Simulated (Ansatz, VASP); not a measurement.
BeS in VASP and in Ansatz

Contents of INCAR:

```
SYSTEM = BeS
PREC     = Accurate       ! precision mode
ENCUT    = 600            ! plane-wave cutoff, eV
EDIFF    = 1E-6           ! SCF threshold, eV
ISMEAR   = 0              ! smearing method
SIGMA    = 0.01           ! smearing width, eV
LREAL    = .False.        ! projectors in reciprocal space
LASPH    = .True.         ! aspherical terms in the spheres
NELM     = 60             ! most SCF steps
ALGO     = Fast           ! electronic algorithm
ISIF     = 3              ! what is computed and relaxed
LWAVE    = .False.        ! write WAVECAR
LCHARG   = .False.        ! write CHGCAR
GGA      = CA             ! functional
IBRION   = 2              ! ionic algorithm
NSW      = 80             ! ionic steps
EDIFFG   = -0.001         ! ionic threshold
```

KPOINTS

```
Automatic mesh
0
Gamma
  8 8 8
  0 0 0
```

POSCAR

```
BeS
1.0
    0.0000000000      2.3982014402      2.3982014402
    2.3982014402      0.0000000000      2.3982014402
    2.3982014402      2.3982014402      0.0000000000
Be S
1 1
Direct
    0.0000000000      0.0000000000      0.0000000000
    0.2500000000      0.2500000000      0.2500000000
```

Input for Ansatz:

```yaml
crystal:
  lattice:
    - [0.0, 2.3982014402, 2.3982014402]
    - [2.3982014402, 0.0, 2.3982014402]
    - [2.3982014402, 2.3982014402, 0.0]
  atoms:
    - { symbol: Be, position: [0.0, 0.0, 0.0] }
    - { symbol: S, position: [0.25, 0.25, 0.25] }
basis:
  ecutwfc: 420
kpoints:
  mp_grid: { grid: [8, 8, 8] }
hamiltonian:
  xc: lda
scf:
  occupations: { method: fixed }
output:
  forces: true
  stress: true
  eigenvalues: true
relax:
  adjacent_minimum: "off"
  f_tol: 0.001
  max_steps: 60
  cell: { stress_tol: 0.01 }
```

Alike in both runs: task relaxation of cell and atoms; functional LDA; k mesh 8 × 8 × 8; no spin polarisation.

|  | VASP | Ansatz |
| --- | --- | --- |
| version | VASP 6.6.1 | Ansatz 0.2.0 |
| potentials or method | VASP PAW LDA potentials, release 64 (Be, S) | scalar-relativistic, plane waves, PAW |
| plane-wave cutoff (eV) | 600 | 420 |
| occupations | gaussian, width 0.01 eV | fixed |
| valence electrons in the cell | 8 | 8 |

```csv
,VASP,Ansatz,Ansatz less VASP
"gap on the k mesh at the Fermi level, each at its own relaxed structure (eV)",2.83,2.82,-0.008
relaxed volume (Å³/atom),13.80,13.79,-0.009
relaxed cell length with the largest relative difference (Å),3.392,3.392,-0.0007
```

A k mesh can miss the band edges.
